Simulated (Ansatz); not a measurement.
**MgO (wurtzite) under strain**

Wurtzite MgO, relaxed with r2SCAN in the plane-wave code Ansatz. Space group P6_3mc (No. 186), hexagonal; conventional cell a = 3.288 Å, c = 5.034 Å, 11.79 Å³ an atom. Mg is surrounded by 4 O at 1.97–1.99 Å; O is surrounded by 4 Mg at 1.97–1.99 Å.

The axes x, y and z are those of this cell:
```
CELL_PARAMETERS angstrom
3.28822 0.00000 0.00000
-1.64411 2.84768 0.00000
0.00000 0.00000 5.03437
ATOMIC_POSITIONS crystal
Mg 0.33333 0.66667 0.99016
Mg 0.66667 0.33333 0.49016
O 0.33333 0.66667 0.38484
O 0.66667 0.33333 0.88484
```

Unstrained: The PBE gap is direct at Γ: 3.556 eV. r2SCAN gives a direct gap of 4.223 eV at Γ. With HSE06 the gap is 5.158 eV and direct, at Γ. Meshes: PBE 12×12×6, r2SCAN 12×12×6, HSE06 6×6×4. Strains are changes of length per length. After each strain the atoms were relaxed again with r2SCAN within the symmetry that the strain leaves, so tilts or polar shifts that break it weren't tested; points keep the names that they have in the unstrained zone. No spin polarisation and no zero-point or thermal motion; the cell was built from a prototype and may be hypothetical.

Changes of the least gap in eV (an overlap counts as a negative gap):
```json
{"strain": "uniaxial -4.85 % along x", "volume change (%)": "-4.9", "space group": "Cmc2_1", "PBE": "+0.360", "r2SCAN": "+0.377", "HSE06": "+0.394", "energy rise, r2SCAN (meV/atom)": "18.9"}
{"strain": "epitaxial +1.65 % in the xy plane, free normal strain -4.42 %", "volume change (%)": "-1.2", "space group": "P6_3mc", "PBE": "-0.172", "r2SCAN": "-0.178", "HSE06": "-0.187", "energy rise, r2SCAN (meV/atom)": "1.6"}
```

Uniaxial -4.85 % along x, other directions held. HSE06: the gap goes from 5.158 to 5.552 eV (+0.394 eV). Stress change with r2SCAN, compression positive: xx +10.91, yy +5.61, zz +5.22 GPa.

Epitaxial +1.65 % in the xy plane, free normal strain -4.42 %. HSE06: the gap goes from 5.158 to 4.971 eV (-0.187 eV). Stress change with r2SCAN, compression positive: xx -0.24, yy -0.24, zz -0.04 GPa.

The meshes of the hybrids are coarse, so their gaps aren't converged to the digits shown.
